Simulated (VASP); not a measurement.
# TiN (Osbornite): relaxation of cell and atoms with PBEsol

Crystal: TiN (Osbornite).

```
CELL_PARAMETERS angstrom
0.00000 2.10294 2.10294
2.10294 0.00000 2.10294
2.10294 2.10294 0.00000
ATOMIC_POSITIONS crystal
Ti 0.00000 0.00000 0.00000
N 0.50000 0.50000 0.50000
```

```json
{"Program": "VASP 6.6.1", "Task": "relaxation of cell and atoms", "Functional": "PBEsol", "Potentials or basis": "VASP PAW PBE potentials, release 64 (Ti_sv, N)", "Cutoff": "600 eV", "k mesh": "16 × 16 × 16", "Occupations": "methfessel-paxton, width 0.1 eV", "Spin": "no spin polarisation", "Further INCAR settings": "ALGO = Normal; EDIFF = 1e-07; IBRION = 2; EDIFFG = -0.005; NSW = 90; ISIF = 3"}
```

* Pressure after relaxing: 0.0 GPa
* Band gap on the k mesh: none (metal or under the smearing width)

Final structure:
```
Ti N
1.0
     0.00000    2.10294    2.10294
     2.10294    0.00000    2.10294
     2.10294    2.10294    0.00000
Ti N
1 1
Direct
  0.00000 0.00000 0.00000
  0.50000 0.50000 0.50000
```

Levels at points of the mesh, in eV from the Fermi level:
```tsv
k point	band 6	band 7	band 8	band 9	band 10	band 11	band 12
(0.00, 0.00, 0.00)	-2.06	-2.06	-2.06	-0.66	-0.66	-0.66	0.58
(0.50, 0.00, 0.00)	-8.28	-5.63	-5.63	1.76	1.76	2.47	5.97
(0.50, 0.50, 0.00)	-5.91	-3.26	-3.26	-3.24	1.70	2.50	2.50
```

It took 20 s on 1 thread of Intel(R) Xeon(R) Platinum 8488C (Sapphire Rapids), on a shared host, peak memory 0.17 GiB.

Caveat: the relaxation stopped at its first step, so nothing moved; the PAW data sets were made with another functional, which shifts forces and pressure a little.
